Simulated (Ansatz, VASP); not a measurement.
# HCl: VASP beside Ansatz

File INCAR:

```
SYSTEM = HCl
PREC = Accurate ; ENCUT = 520
EDIFF = 1E-6 ; ISMEAR = 0
SIGMA = 0.1 ; LREAL = .FALSE.
LASPH = .TRUE. ; NELM = 60
ALGO = Fast ; ISIF = 2
LWAVE = .FALSE. ; LCHARG = .TRUE.
LELF = .TRUE. ; LVHAR = .TRUE.
NBANDS = 11
```

The input KPOINTS:

```
regular mesh
0
G
  6 6 6
  0 0 0
```

The input POSCAR:

```
HCl
1.0
    0.0000000000      2.6750000000      2.8550000000
    2.5150000000      0.0000000000      2.8550000000
    2.5150000000      2.6750000000      0.0000000000
H Cl
1 1
Direct
    0.0000000000      0.0000000000      0.0000000000
    0.5000000000      0.5000000000      0.5000000000
```

Input for Ansatz:

```yaml
crystal:
  lattice:
    - [0.0, 2.675, 2.855]
    - [2.515, 0.0, 2.855]
    - [2.515, 2.675, 0.0]
  atoms:
    - { symbol: H, position: [0.0, 0.0, 0.0] }
    - { symbol: Cl, position: [0.5, 0.5, 0.5] }
basis:
  ecutwfc: 420
kpoints:
  mp_grid: { grid: [6, 6, 6] }
hamiltonian:
  xc: lda
scf:
  occupations: { method: gaussian, width: 0.1 }
output:
  forces: true
  stress: true
  eigenvalues: true
```

Alike in both runs: task single point; functional LDA; k mesh 6 × 6 × 6; occupations gaussian, width 0.1 eV; no spin polarisation.

|  | VASP | Ansatz |
| --- | --- | --- |
| version | VASP 6.6.1 | Ansatz 0.2.0 |
| potentials or method | VASP PAW LDA potentials, release 64 (H, Cl) | scalar-relativistic, plane waves, PAW |
| plane-wave cutoff (eV) | 520 | 420 |
| valence electrons in the cell | 8 | 8 |

Ansatz gave:

* gap on the k mesh at the Fermi level (eV): none
* pressure (GPa): -11.9
* largest component of the traceless stress (GPa): 5.16

Task: Estimate VASP's values.

Result: gap on the k mesh at the Fermi level (eV): none; pressure (GPa): -11.9; largest component of the traceless stress (GPa): 5.17.

A gap of «none» marks a metal or a gap that the smearing closes.
